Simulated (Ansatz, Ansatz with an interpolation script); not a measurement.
## G0W0 band structure of CsPbCl3 (Pm-3m)

Wanted: quasiparticle gap and band widths of CsPbCl3 (Pm-3m) over the whole zone.

Method: PBE, Wannier functions and G0W0, plane waves, PAW, in Ansatz 0.2.0.

## Step 1: Set-up

Symmetry: Pm-3m, No. 221, cubic system. Conventional cell: a = 5.605 Å, b = 5.605 Å, c = 5.605 Å, α = 90.00°, β = 90.00°, γ = 90.00°. Nearest to Cs lie 12 Cl at 3.96 Å. Nearest to Pb lie 6 Cl at 2.80 Å. Nearest to Cl lie 2 Pb at 2.80 Å and 4 Cs at 3.96 Å. Farther neighbours and most contacts between anions are not listed.

The cell and positions come from the Crystallography Open Database and are kept as given unless a step says otherwise. Spin-orbit coupling is left out unless a step names it.

## Step 2: PBE bands

The cheap functional maps the bands first; the places of the edges decide which points the dearer methods must see.

This step: DFT, PBE, plane waves, PAW; PAW set soft_1.

The input, input.yaml:

```yaml
crystal:
  lattice:
    - [5.605, 0.0, 0.0]
    - [0.0, 5.605, 0.0]
    - [0.0, 0.0, 5.605]
  atoms:
    - { symbol: Cs, position: [0.0, 0.0, 0.0] }
    - { symbol: Pb, position: [0.5, 0.5, 0.5] }
    - { symbol: Cl, position: [0.5, 0.5, 0.0] }
    - { symbol: Cl, position: [0.0, 0.5, 0.5] }
    - { symbol: Cl, position: [0.5, 0.0, 0.5] }
kpoints:
  mp_grid: { grid: [4, 4, 4] }
  band_path:
    path:
      - [[0.0, 0.0, 0.0], [0.0, 0.5, 0.0], [0.5, 0.5, 0.0], [0.0, 0.0, 0.0], [0.5, 0.5, 0.5], [0.0, 0.5, 0.0]]
      - [[0.5, 0.5, 0.5], [0.5, 0.5, 0.0]]
    npoints: 10
hamiltonian:
  xc: pbe
  pseudopotentials: { kind: paw, azcp: { folder: soft_1 } }
scf:
  occupations: { method: fermi_dirac, width: 0.02 }
  n_extra_bands: 93
output:
  eigenvalues: true
  forces: true
  stress: true
  fatbands: true
  write_density: true
  write_potential: true
  elf: true
  volumetric_format: npy
```

Command:

```bash
> ansatz run input.yaml --threads 2 --pin off --max-ram 92160MiB --backend cuda --events-out ev --progress --plain --runs-dir out --devices 1 --max-vram 13GiB
```

Numbers of over 12 decimals in the logs are rounded to 6 here.

The log of the run:

```text
scf.n_extra_bands = 93 over 22 filled bands (N_el = 44.0): the run solves 115 bands
GPUs: using 1 of 1 available (devices: 1).
Engine: ansatz 0.2.0, x86_64-unknown-linux-gnu
Pseudopotentials: kind: paw
Pseudopotential: Cs, paw, valence charge 9, recommended cutoff 420 eV (normal), soft_1/Cs.paw.azcp
Pseudopotential: Pb, paw, valence charge 14, recommended cutoff 420 eV (normal), soft_1/Pb.paw.azcp
Pseudopotential: Cl, paw, valence charge 7, recommended cutoff 420 eV (normal), soft_1/Cl.paw.azcp
Functional definition: PBE
  parameter kappa = 0.804
  parameter beta = 0.066725
  exchange = pbe_x(kappa = kappa, mu = beta*pi^2/3)
  correlation = pbe_c(beta = beta)
device memory: the entry about to start is reckoned to put 4.1 GiB on a device that reports 47.3 GiB free (of which the cap on the GPU budget leaves the run 13.0 GiB)
GPU FFT provider: cuFFT
GPU libraries: cuBLAS 13.8.2, cuFFT 12.4.0, cuSOLVER 12.3.4
Crystal: 5 atoms, lattice volume = 176.087 Å³
Basis set: ecut = 420 eV, 3407 PW (Γ), exchange–correlation on 80×80×80 points (8 copies of the dense FFT grid, shifted against one another)
Bands: 115, of which v1, the nominal top of the filled ones, is band 22 counted from 1 (21 counted from 0)
Symmetry: 48 space group operations
Space group: Pm-3m (ITA 221), of the structure as read, at distance tolerance 5.6e-5 Å
k-points: 10 of 64
Non-local potential: Cs, projectors of the file, l = 0: 3, l = 1: 2, l = 2: 2, l = 3: 2
Non-local potential: Pb, projectors of the file, l = 0: 2, l = 1: 2, l = 2: 2, l = 3: 1
Non-local potential: Cl, projectors of the file, l = 0: 2, l = 1: 2, l = 2: 1
PAW form: soft (Blöchl's): semilocal exchange-correlation on the pseudo side does not see the compensation charge
PAW one-centre angular grid: Cs, 194 points (default); XC on 64 Gauss nodes
PAW one-centre angular grid: Pb, 590 points (default); XC on 64 Gauss nodes
PAW one-centre angular grid: Cl, 110 points (default); XC on 64 Gauss nodes
Initial density: superposition of atomic densities (chi_scale 0.1, normalization cell, long waves kept (reshape's long-wave potential 0.01 eV rms))
Initial wavefunctions: pseudopotential atomic-orbital guess
GPU buffer pool allocated for 64000 grid points (all kernels)
GPU transforms: local potential and band sums: pruned to the plane-wave sphere, on 40×40×40
Functional: x = pbe(κ = 0.804, μ = 0.219515), c = pbe(β = 0.066725)
SCF iter   1: F=—  HF=-20826.791426 eV  |F-HF|=—  |Δ(HF+E_count)|=         —  Δρ=2.24e-2  dr2=1.92e0  ethr=3.10e-3  ⟨swp⟩=5.0  Hψ=5071  notcnv=0  defer=773
preconditioner: auto → Resta (q_TF=auto, 2.165 Å⁻¹)  ε∞=1.4  [insulator: Δε(μ)=1.631 eV  Ē_g=27.265 eV  σ=0.020 eV  W_gap=1.00  n_scr=26 (ndim 8)  ℏωp=18.1 eV  f_vac=0.014  D(μ)=0.00/eV (n_scr^D=0)  ε∞_Penn≈1.4]
SCF iter   2: F=—  HF=-20825.951455 eV  |F-HF|=—  |Δ(HF+E_count)|=   8.40e-1  Δρ=8.78e-3  dr2=3.42e-1  ethr=3.10e-3  ⟨swp⟩=2.0  Hψ=1404  notcnv=0  defer=836
SCF iter   3: F=—  HF=-20825.815264 eV  |F-HF|=—  |Δ(HF+E_count)|=   1.36e-1  Δρ=2.44e-3  dr2=1.00e-2  ethr=7.77e-4  ⟨swp⟩=2.4  Hψ=613  notcnv=0  defer=847
SCF iter   4: F=—  HF=-20825.817693 eV  |F-HF|=—  |Δ(HF+E_count)|=   2.43e-3  Δρ=8.28e-4  dr2=1.50e-3  ethr=2.27e-5  ⟨swp⟩=2.1  Hψ=1537  notcnv=0  defer=850
SCF iter   5: F=—  HF=-20825.818167 eV  |F-HF|=—  |Δ(HF+E_count)|=   4.74e-4  Δρ=1.56e-4  dr2=3.09e-5  ethr=3.42e-6  ⟨swp⟩=2.0  Hψ=567  notcnv=0  defer=850
SCF iter   6: F=—  HF=-20825.818308 eV  |F-HF|=—  |Δ(HF+E_count)|=   1.41e-4  Δρ=6.20e-5  dr2=7.82e-6  ethr=7.02e-8  ⟨swp⟩=2.0  Hψ=532  notcnv=0  defer=850
SCF iter   7: F=—  HF=-20825.818305 eV  |F-HF|=—  |Δ(HF+E_count)|=   3.44e-6  Δρ=1.65e-5  dr2=6.24e-7  ethr=1.78e-8  ⟨swp⟩=2.5  Hψ=498  notcnv=0  defer=850
SCF iter   8: F=-20825.818305 eV  HF=-20825.818305 eV  |F-HF|=1.18e-8  |Δ(HF+E_count)|=   1.07e-7  Δρ=2.93e-6  dr2=1.50e-8  ethr=2.27e-10  ⟨swp⟩=23.6  Hψ=12593  notcnv=0
SCF 1 converged in 8 iterations: F = -20825.818305 eV  dr2 = 1.50e-8
[...]
device memory: the entry about to start is reckoned to put 3.2 GiB on a device that reports 47.7 GiB free (of which the cap on the GPU budget leaves the run 13.0 GiB)
NSCF: frozen V_eff on 62 k-points
SCF converged after 8 iterations
Free energy (F): -20825.818305 eV
Harris-Foulkes:  -20825.818305 eV  (|F-HF|=1.18e-8)
Internal energy: -20825.818305 eV  (E = F + TS)
E sigma→0 (E₀):  -20825.818305 eV
Fermi energy:    5.109362 eV
--- Per-component energies (eV) ---
  E_band       = -232.313339
  E_kinetic    = 895.135972
  E_local      = -2607.421190  (includes V_loc(G=0)·N_el)
  E_nonlocal   = 421.694127
  E_hartree    = 982.834412
  E_xc         = -710.786640
  E_vxc        = -628.442688  (∫ρ·V_xc dr)
  E_paw        = -17427.075996  (= ΣΔE_a)
  E_vpaw       = -278.949422  (= ΣTr[D̂ρ^β])
  E_aug_tail   = 0.000314  (compensation charges beyond the density's cutoff)
  E_ewald      = -2380.199303
  E_smearing   = -0.000000  (= −TS)
  E_closure    = 0.000000  (closes the sum)
  Σ components = -20825.818305   (vs F -20825.818305, Δ=0.00e0)
--- Forces (eV/Å), atoms counted from 1 ---
  atom   1  Cs    -0.00000000     0.00000000    -0.00000000
  atom   2  Pb     0.00000000     0.00000000     0.00000000
  atom   3  Cl     0.00000000    -0.00000000    -0.00000000
  atom   4  Cl     0.00000000     0.00000000     0.00000000
  atom   5  Cl     0.00000000    -0.00000000     0.00000000
  max |Σ_I F_I| component: 1.31e-28 eV/Å
--- Stress (GPa, compression-positive) ---
        1.857645       0.000000       0.000000
       -0.000000       1.857645       0.000000
        0.000000      -0.000000       1.857645
  P = ⅓ Tr σ = 1.8576 GPa (18.576 kbar)
--- Band table (eV; the first three rows and the last of 10) ---
  k-point 0: bands = [... 18 lower, 1.5092, 1.6168, 1.6168, 1.6168, 7.4951, 8.4308, 8.4308, 9.3400, ... 89 higher]
  k-point 1: bands = [... 18 lower, 1.4601, 1.5619, 1.5619, 1.7145, 8.0000, 8.7814, 8.8352, 8.9827, ... 89 higher]
  k-point 2: bands = [... 18 lower, 1.4113, 1.5063, 1.5063, 2.4608, 7.1793, 8.8332, 9.3405, 9.4821, ... 89 higher]
  k-point 9: bands = [... 18 lower, 1.9366, 1.9366, 1.9366, 4.1519, 6.0888, 6.0888, 6.0888, 9.2519, ... 89 higher]
```

Wall time 14 s (1 × NVIDIA H100 80GB HBM3 (shared by 6 runs) with 2 threads of AMD EPYC 7R13 (Zen 3), shared host); peak memory 1.1 GiB.

In the SCF lines HF is the Harris–Foulkes energy and dr2 the Hartree energy of the density residual, in eV; the loop may stop once dr2 is under the threshold and the program's other checks hold. Hψ counts applications of the Hamiltonian.

Numbers from this step:

| Item | Value |
| --- | --- |
| pressure | 1.858 GPa |
| filled bands | 22 |
| gap | 1.937 eV |
| valence top at | R |
| conduction bottom at | R |
| least direct gap | 1.937 eV |

The gap is direct, at (0.500, 0.500, 0.500).

Electronic bands along the path, in eV, zero at the top of the highest nominally filled band:

```csv
point,band 19,band 20,band 21,band 22,band 23,band 24,band 25,band 26
Γ,-2.64,-2.54,-2.54,-2.54,3.34,4.28,4.28,5.19
halfway,-2.69,-2.59,-2.59,-2.44,3.85,4.63,4.68,4.83
X,-2.74,-2.65,-2.65,-1.69,3.03,4.68,5.19,5.33
halfway,-2.73,-2.65,-2.40,-1.45,2.77,4.08,5.11,5.15
M,-2.83,-2.76,-2.23,-0.82,2.52,2.52,4.92,5.38
halfway,-2.66,-2.63,-2.43,-2.26,4.09,4.25,4.63,5.04
Γ,-2.64,-2.54,-2.54,-2.54,3.34,4.28,4.28,5.19
halfway,-2.45,-2.45,-2.44,-2.10,3.91,3.91,3.99,4.88
R,-2.22,-2.22,-2.22,0.00,1.94,1.94,1.94,5.10
halfway,-2.49,-2.47,-2.36,-1.26,2.49,3.68,3.83,5.20
X,-2.74,-2.65,-2.65,-1.69,3.03,4.68,5.19,5.33
jump to R,-2.22,-2.22,-2.22,0.00,1.94,1.94,1.94,5.10
halfway,-2.44,-2.44,-2.22,-0.62,2.23,2.23,3.50,5.46
M,-2.83,-2.76,-2.23,-0.82,2.52,2.52,4.92,5.38
```

ELF in the ac plane at fractional y = 0.500, with atoms of Pb and Cl within 0.2 Å of it. It is the smooth field of the valence electrons, not physical close to the nuclei.

Values, 16 rows by 16 columns, each cell a mean:
```
0.00 0.01 0.05 0.30 0.67 0.85 0.85 0.64 0.51 0.76 0.87 0.79 0.52 0.15 0.02 0.00
0.02 0.01 0.02 0.14 0.48 0.76 0.84 0.83 0.81 0.84 0.82 0.65 0.31 0.06 0.01 0.02
0.19 0.11 0.03 0.04 0.18 0.45 0.63 0.71 0.73 0.69 0.57 0.32 0.09 0.03 0.06 0.15
0.57 0.44 0.20 0.05 0.05 0.13 0.23 0.29 0.31 0.27 0.19 0.08 0.04 0.09 0.31 0.52
0.81 0.75 0.53 0.18 0.06 0.14 0.23 0.28 0.29 0.26 0.19 0.09 0.08 0.32 0.65 0.79
0.87 0.86 0.75 0.38 0.14 0.28 0.43 0.45 0.43 0.45 0.38 0.19 0.19 0.57 0.82 0.87
0.70 0.81 0.82 0.50 0.19 0.37 0.42 0.20 0.14 0.30 0.45 0.26 0.27 0.69 0.84 0.76
0.31 0.68 0.82 0.55 0.21 0.40 0.32 0.05 0.02 0.14 0.43 0.29 0.31 0.73 0.81 0.51
0.51 0.75 0.82 0.53 0.21 0.39 0.36 0.11 0.05 0.20 0.45 0.28 0.29 0.71 0.83 0.64
0.84 0.86 0.79 0.44 0.16 0.33 0.45 0.36 0.32 0.42 0.43 0.23 0.23 0.63 0.84 0.85
0.86 0.82 0.65 0.28 0.10 0.21 0.33 0.39 0.40 0.37 0.28 0.14 0.13 0.45 0.76 0.85
0.70 0.61 0.34 0.09 0.04 0.10 0.16 0.21 0.21 0.19 0.14 0.06 0.05 0.18 0.48 0.67
0.35 0.23 0.08 0.03 0.09 0.28 0.44 0.53 0.55 0.50 0.38 0.18 0.05 0.04 0.14 0.30
0.06 0.03 0.02 0.08 0.34 0.65 0.79 0.82 0.82 0.82 0.75 0.53 0.20 0.03 0.02 0.05
0.01 0.01 0.03 0.23 0.61 0.82 0.86 0.75 0.68 0.81 0.86 0.75 0.44 0.11 0.01 0.01
0.00 0.01 0.06 0.35 0.70 0.86 0.84 0.51 0.31 0.70 0.87 0.81 0.57 0.19 0.02 0.00
```
Columns run along a (5.6 Å), rows up along c (5.6 Å). Atoms in or near the plane, at fractional coordinates: Pb at (0.50, 0.50), Cl at (0.50, 0.00), Cl at (0.00, 0.50).

Valence density in the ac plane at fractional y = 0.500, with atoms of Pb and Cl within 0.2 Å of it. It is the smooth field of the valence electrons, not physical close to the nuclei.

Ten steps, logarithmic in the rise over the least value, from '0' (0.0 e/Å³) to '9' (7.1 e/Å³), each cell a mean:
```
0000246666531000
0000135666421000
0000123454310000
1110012333210011
3321113443211123
6542235676422345
6653347898633466
5664358999743566
6653357998643466
6643236787532356
4431123554311234
2211112333210112
1000113343210000
0000134565421000
0000246666531000
0001246656631000
```
Columns run along a (5.6 Å), rows up along c (5.6 Å). Atoms in or near the plane, at fractional coordinates: Pb at (0.50, 0.50), Cl at (0.50, 0.00), Cl at (0.00, 0.50).

## Step 3: Wannier functions (Cl:3p Cs:6s Pb:6p) on 8×8×8

Localised functions give a small Hamiltonian that interpolates between mesh points at no cost.

This step: maximally localised Wannier functions, PBE, plane waves, PAW; PAW set soft_1.

input.yaml, the sections that differ from step 2:

```yaml
kpoints:
  mp_grid: { grid: [4, 4, 4] }
scf:
  occupations: { method: fixed }
  n_extra_bands: 93
output:
  wannier:
    kmesh: [8, 8, 8]
    projections:
      - { species: Cl, l: p, shell: 3 }
      - { species: Cs, l: s, shell: 6 }
      - { species: Pb, l: p, shell: 6 }
    minimise: true
    write_hr: true
    seedname: w
    conv_tol: 1.0e-06
    max_iter: 20000
    stability_check: false
    disentanglement:
      window: [-0.67, 13.0]
      frozen_window: [-0.67, 8.39]
      conv_tol: 1.0e-08
# crystal, hamiltonian: as in step 2
```

The log of the run:

```text
[...]
GPUs: using 1 of 1 available (devices: 1).
[...]
GPU FFT provider: cuFFT
GPU libraries: cuBLAS 13.8.2, cuFFT 12.4.0, cuSOLVER 12.3.4
Crystal: 5 atoms, lattice volume = 176.087 Å³
Basis set: ecut = 420 eV, 3407 PW (Γ)
Bands: 115, of which v1, the nominal top of the filled ones, is band 22 counted from 1 (21 counted from 0)
Symmetry: 48 space group operations
[...]
k-points: 10 of 64
[...]
GPU buffer pool allocated for 64000 grid points (all kernels)
[...]
SCF iter   1: F=—  HF=-20826.791937 eV  |F-HF|=—  |Δ(HF+E_count)|=         —  Δρ=2.24e-2  dr2=1.92e0  ethr=3.10e-3  ⟨swp⟩=4.0  Hψ=4004  notcnv=0  defer=895
[...]
SCF iter   8: F=-20825.818367 eV  HF=-20825.818367 eV  |F-HF|=1.48e-8  |Δ(HF+E_count)|=   5.32e-8  Δρ=2.78e-6  dr2=1.31e-8  ethr=2.27e-10  ⟨swp⟩=18.3  Hψ=12580  notcnv=0
SCF 1 converged in 8 iterations: F = -20825.818367 eV  dr2 = 1.31e-8
[...]
NSCF: frozen V_eff on 10 k-points
the band table was solved once the SCF had ended and its energy, with any forces and stress, was formed, with the checks that follow a solve (4742 applications of the Hamiltonian). They found nothing against the state; the energy, forces and stress were not computed again (output.eigenvalues in the input reference)
[...]
the Wannier pass solved 38 of the 512 points of its mesh, and has the states at the others by symmetry: states obtained by the crystal's operations at points that were solved too leave a residual of 3.64e-13 eV (read by the count's bands and the next), within 5.56e-6 eV
SCF converged after 8 iterations
Free energy (F): -20825.818367 eV
[...]
Internal energy: -20825.818367 eV  (E = F + TS)
E sigma→0 (E₀):  -20825.818367 eV
Fermi energy:    4.151877 eV
[...]
--- Band table (eV; the first three rows and the last of 10) ---
  k-point 0: bands = [... 18 lower, 1.5093, 1.6168, 1.6168, 1.6168, 7.4952, 8.4308, 8.4308, 9.3400, ... 89 higher]
  k-point 1: bands = [... 18 lower, 1.4601, 1.5619, 1.5619, 1.7146, 8.0001, 8.7814, 8.8352, 8.9827, ... 89 higher]
  k-point 2: bands = [... 18 lower, 1.4113, 1.5063, 1.5063, 2.4608, 7.1793, 8.8333, 9.3405, 9.4821, ... 89 higher]
  k-point 9: bands = [... 18 lower, 1.9366, 1.9366, 1.9366, 4.1519, 6.0888, 6.0888, 6.0888, 9.2519, ... 89 higher]
Wannier search: line search 1 of at most 20000: gauge-dependent spread (as the search counts it) 0.8736514 Å², largest recent change 1.5e-1 Å² against conv_tol 1.0e-6 Å², 0 stops escaped
```

The job ended after 21 s (1 × NVIDIA H100 80GB HBM3 (shared by 6 runs) with 2 threads; peak memory 1.7 GiB; 28 s of CPU time).

w.win, one line in 2:

```text
! ansatz wannier90 interface
! states of the run's bands (counted from 1): 1-36
num_wann  = 13
conv_tol = 1e-6
dis_win_min = -0.67
dis_froz_min = -0.67
dis_num_iter = 10000
guiding_centres = true

Ang
                      0.0                    5.605                      0.0
end unit_cell_cart
begin atoms_frac
Pb                       0.5                      0.5                      0.5
Cl                       0.0                      0.5                      0.5
end atoms_frac
mp_grid = 8 8 8
```

Numbers from this step:

| Property | Result |
| --- | --- |
| gauge-invariant spread | 34.26 Å² |
| diagonal spread | 2.73e-19 Å² |
| off-diagonal spread | 0.7459 Å² |
| total spread | 35.01 Å² |
| least projectability | 0.4200 |
| localisation steps | 44 |
| disentanglement steps | 145 |
| r.m.s. interpolation error | 0.001877 eV |
| r.m.s. error near the gap | 0.003899 eV |

Near the gap the model misses directly solved bands by 3.9 meV r.m.s. and by 32 meV at most in the window tested. This tests the starting bands, not the corrections carried with them.

Wannier functions, by row:

```csv
function,x (Å),y (Å),z (Å),spread (Å²),nearest atom,distance (Å)
1,2.803,2.803,0,2.229,Cl3,0
2,2.802,2.803,0,1.465,Cl3,0
3,2.803,2.802,0,1.465,Cl3,0
4,0,2.802,2.802,1.465,Cl4,0
5,0,2.802,2.803,2.229,Cl4,0
6,0,2.803,2.802,1.465,Cl4,0
7,2.803,0,2.802,1.465,Cl5,0
8,2.802,0,2.802,1.465,Cl5,0
9,2.802,0,2.802,2.229,Cl5,0
10,0,0,0,7.449,Cs1,0
11,2.803,2.803,2.803,4.027,Pb2,0
12,2.803,2.802,2.802,4.027,Pb2,0
13,2.803,2.803,2.803,4.027,Pb2,0
```

Frozen up to 4.24 eV; above it the model need not follow the bands. The electronic bands at the labelled points (eV, zero at the valence-band top):

| point | band 19 | band 20 | band 21 | band 22 | band 23 | band 24 | band 25 | band 26 |
| --- | --- | --- | --- | --- | --- | --- | --- | --- |
| Γ | -2.64 | -2.54 | -2.54 | -2.54 | 3.34 | 6.19 | 6.19 | 6.19 |
| halfway | -2.69 | -2.59 | -2.59 | -2.44 | 3.85 | 4.73 | 5.78 | 5.78 |
| X | -2.74 | -2.65 | -2.65 | -1.69 | 3.03 | 5.09 | 5.48 | 5.48 |
| halfway | -2.73 | -2.65 | -2.40 | -1.45 | 2.77 | 4.08 | 5.15 | 5.46 |
| M | -2.83 | -2.76 | -2.23 | -0.82 | 2.52 | 2.52 | 4.92 | 5.95 |
| halfway | -2.66 | -2.63 | -2.43 | -2.26 | 4.09 | 4.26 | 4.82 | 5.41 |
| Γ | -2.64 | -2.54 | -2.54 | -2.54 | 3.34 | 6.19 | 6.19 | 6.19 |
| halfway | -2.45 | -2.45 | -2.44 | -2.10 | 3.91 | 3.91 | 3.99 | 5.10 |
| R | -2.22 | -2.22 | -2.22 | 0.00 | 1.94 | 1.94 | 1.94 | 5.10 |
| halfway | -2.49 | -2.47 | -2.36 | -1.26 | 2.49 | 3.68 | 3.83 | 5.49 |
| X | -2.74 | -2.65 | -2.65 | -1.69 | 3.03 | 5.09 | 5.48 | 5.48 |
| jump to R | -2.22 | -2.22 | -2.22 | 0.00 | 1.94 | 1.94 | 1.94 | 5.10 |
| halfway | -2.44 | -2.44 | -2.22 | -0.62 | 2.23 | 2.23 | 3.50 | 5.53 |
| M | -2.83 | -2.76 | -2.23 | -0.82 | 2.52 | 2.52 | 4.92 | 5.95 |

The same for Kohn-Sham, solved directly:

```
point  band 19  band 20  band 21  band 22  band 23  band 24  band 25  band 26
    Γ    -2.64    -2.54    -2.54    -2.54     3.34     4.28     4.28     5.19
    X    -2.74    -2.65    -2.65    -1.69     3.03     4.68     5.19     5.33
    M    -2.83    -2.76    -2.23    -0.82     2.52     2.52     4.92     5.38
    Γ    -2.64    -2.54    -2.54    -2.54     3.34     4.28     4.28     5.19
    R    -2.22    -2.22    -2.22     0.00     1.94     1.94     1.94     5.10
    X    -2.74    -2.65    -2.65    -1.69     3.03     4.68     5.19     5.33
    R    -2.22    -2.22    -2.22     0.00     1.94     1.94     1.94     5.10
    M    -2.83    -2.76    -2.23    -0.82     2.52     2.52     4.92     5.38
```

(Continued in part 2 of 2.)

[Paths, hosts, dates, memory and timing lines, banners, echoed tables and standing remarks are left out of the program output.]

[Logs are printed without paths, hosts, clocks, repeated set-up lines and the standing remarks that a program may print on its own settings, such as how far it seeks lower states.]

[Runs of the session that timed out or met a known fault of the program may be left out.]

[Hosts, paths, dates, database ids (printed as entryN), source tags and the programs' standing remarks are cut or masked in the printed files.]
